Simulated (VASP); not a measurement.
HCl: relaxation of the atoms with PBE+D3(BJ)

HCl:

```xyz
16
Lattice="7.4169 0.0000 0.0000 0.0000 7.4169 0.0000 0.0000 0.0000 7.4169" Properties=species:S:1:pos:R:3 pbc="T T T"
Cl    1.3522    2.3869    4.1679
Cl    3.2754    0.0659    5.7853
Cl    7.8043    5.3862    3.8024
Cl    7.1734    3.1576    7.5153
Cl    4.7091    1.5028    2.4569
Cl    2.6052    4.6367    1.2496
Cl    0.0898    6.8660    0.8205
Cl    3.4226    4.8205    4.2628
H     1.4098    2.3600    2.8895
H     4.0960    1.0477    5.8179
H     6.7311    5.1843    4.4700
H     6.7936    3.0397    6.2986
H     3.5030    1.3816    2.8681
H     3.1491    5.7014    1.7068
H     0.5114    7.0348   -0.3762
H     3.9119    4.2062    5.2736
```

The cell was built by a generator and needn't be a form met in nature.

* Program: VASP 6.6.1
* Task: relaxation of the atoms
* Functional: PBE
* Dispersion: D3(BJ)
* Potentials or basis: VASP PAW PBE potentials, release 64 (Cl, H)
* Cutoff: 520 eV
* k mesh: 1 × 1 × 1
* Occupations: fermi-dirac, width 0.05 eV
* Spin: no spin polarisation
* Dipole correction: no
* Further INCAR settings: LREAL = Auto; ALGO = Fast; EDIFF = 1e-07; IBRION = 2; EDIFFG = -0.3; NSW = 35

```json
{
 "Energy gained by relaxing": "55.9 meV/atom",
 "Ionic steps": "12",
 "Pressure after relaxing": "0.3 GPa",
 "Largest force after relaxing": "0.270 eV/Å",
 "Band gap on the k mesh": "4.79 eV, direct",
 "Dispersion energy per atom": "-0.060 eV"
}
```

Forces on the atoms (eV/Å):
```
Cl   0.088  0.084 -0.044
Cl   0.096 -0.083  0.144
Cl   0.186 -0.028  0.050
Cl  -0.172  0.111 -0.137
Cl  -0.132 -0.117 -0.009
Cl   0.052  0.075  0.104
Cl   0.038  0.056 -0.147
Cl   0.095 -0.164 -0.028
H   -0.123  0.164 -0.100
H   -0.015 -0.003  0.025
H   -0.192 -0.051  0.057
H    0.108 -0.079 -0.069
H    0.092  0.013 -0.002
H   -0.023 -0.085 -0.153
H    0.004  0.044  0.066
H   -0.099  0.064  0.243
```

Stress tensor (GPa, compression positive):
```
 0.17 -0.09  0.01
-0.09  0.57 -0.26
 0.01 -0.26  0.10
```

The path:
```
step  energy change (eV)  largest force (eV/Å)  pressure (GPa)
   1              0.0000                0.9072            1.43
   2             -0.0875                0.9332            1.08
   3             -0.0958                1.3175            0.95
   4             -0.1343                1.1926            0.88
   5             -0.2386                0.8032            0.69
   6             -0.3959                0.8725            0.29
   7             -0.4843                2.0298           -0.54
   8             -0.5469                1.9106           -0.44
   9             -0.6819                1.6390           -0.14
  10             -0.7614                1.5334            0.30
  11             -0.8779                0.6162            0.27
  12             -0.8946                0.2700            0.28
```

Final structure:
```cif
data_structure
_symmetry_space_group_name_H-M 'P 1'
_symmetry_Int_Tables_number 1
_cell_length_a 7.4169
_cell_length_b 7.4169
_cell_length_c 7.4169
_cell_angle_alpha 90.000
_cell_angle_beta 90.000
_cell_angle_gamma 90.000
_cell_volume 408.00
loop_
_atom_site_label
_atom_site_type_symbol
_atom_site_fract_x
_atom_site_fract_y
_atom_site_fract_z
_atom_site_occupancy
Cl1 Cl 0.17108 0.23669 0.54385 1
Cl2 Cl 0.45015 0.02523 0.82126 1
Cl3 Cl 0.99137 0.78406 0.50559 1
Cl4 Cl 0.94520 0.43085 0.00419 1
Cl5 Cl 0.63383 0.18835 0.32333 1
Cl6 Cl 0.36354 0.62856 0.11997 1
Cl7 Cl 0.99888 0.95418 0.10336 1
Cl8 Cl 0.55401 0.60820 0.57913 1
H1 H 0.17066 0.33339 0.40014 1
H2 H 0.55608 0.16051 0.79843 1
H3 H 0.87682 0.70719 0.60980 1
H4 H 0.92665 0.39858 0.83503 1
H5 H 0.47846 0.19054 0.40309 1
H6 H 0.42708 0.75950 0.21582 1
H7 H 0.07581 0.95650 0.94778 1
H8 H 0.54260 0.56263 0.74531 1
```

Levels at points of the mesh, in eV from the valence-band top:
```
           k point  band 30  band 31  band 32  band 33  band 34  band 35
(0.00, 0.00, 0.00)    -0.31    -0.27     0.00     4.79     6.01     6.40
```

Wall time 3.2 min on 1 thread of Intel(R) Xeon(R) 6975P-C (Granite Rapids) (shared host), peak memory 0.43 GiB.

Caveat: the relaxation stopped at a loose force limit of 0.3 eV/Å, so its end isn't a converged minimum. As with any semilocal functional, this PBE gap is likely too small.
